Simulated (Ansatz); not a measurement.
Cl:

```
Cl
1.0
     3.14500   -2.25000    0.00000
     3.14500    2.25000    0.00000
     0.00000    0.00000    8.21000
Cl
4
Direct
  0.37000 0.63000 0.40000
  0.13000 0.87000 0.90000
  0.63000 0.37000 0.60000
  0.87000 0.13000 0.10000
```

Program: Ansatz 0.2.0. Alike in all runs: task band structure; potentials or basis all-electron LAPW, scalar-relativistic; no spin polarisation; cell as given; k mesh 7 × 7 × 4; smearing fermi-dirac 0.05 eV; basis error allowed 0.002 eV/atom.

Q: Order these runs on this cell by their pressure, lowest first.
A. level LDA; cutoff (eV) 283
B. level PBEsol; cutoff (eV) 282
C. level PBE; cutoff (eV) 282

A: A (-2.4 GPa), B (-0.9 GPa), C (0.7 GPa).
